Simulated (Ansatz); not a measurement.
**Si2Mo under changes of volume**

One of the cells (13.416 Å³/atom); the others are scaled copies at fixed shape and fractional positions:

```
CELL_PARAMETERS angstrom
-1.60000 1.60000 3.93050
1.60000 -1.60000 3.93050
1.60000 1.60000 -3.93050
ATOMIC_POSITIONS crystal
Mo 0.00000 0.00000 0.00000
Si 0.66700 0.66700 0.00000
Si 0.33300 0.33300 0.00000
```

| Quantity | Value |
| --- | --- |
| Program | Ansatz 0.2.0 |
| Functional | r2SCAN |
| Dispersion | D3(BJ) |
| Potentials or basis | Ansatz PAW |
| Cutoff | 500 eV (not typed: the program's choice for these potentials) |
| k mesh | 12 × 12 × 12 |
| Occupations | fermi-dirac, width 0.05 eV |
| Spin | no spin polarisation |

```tsv
volume (Å³/atom)	energy over the lowest point (meV/atom)	pressure (GPa)	largest force (eV/Å)
12.611	16.03	10.2	0.244
12.879	?	?	?
13.148	0.00	-0.3	0.322
13.416	4.25	-4.7	0.358
13.684	15.55	-8.7	0.392
13.953	33.15	-12.2	0.424
14.221	56.39	-15.4	0.455
```

Question: What does the run at 12.879 Å³/atom give?

Answer: Energy over the lowest point 3.62 meV/atom; pressure 4.7 GPa; largest force 0.284 eV/Å.

Worked out: A Birch-Murnaghan fit of order 3 (a polynomial in V^(-2/3)) to the other rows has its minimum at 13.13 Å³/atom with B0 = V·E''(V) = 231 GPa and B' = 4.4 at fixed shape and positions, which overstates the stiffness. It gives 3.63 meV/atom at 12.879 Å³/atom, against the run's 3.62, and -dE/dV = 4.7 GPa, against 4.7.

Energies are extrapolated to zero smearing.

Caveats: pairwise dispersion overbinds metals, which lowers pressure and volume; the PAW data sets come from PBE, with cores solved anew for the run's functional, which leaves a small shift of forces and pressure; the dispersion damping was fitted for another functional or another form of the correction.
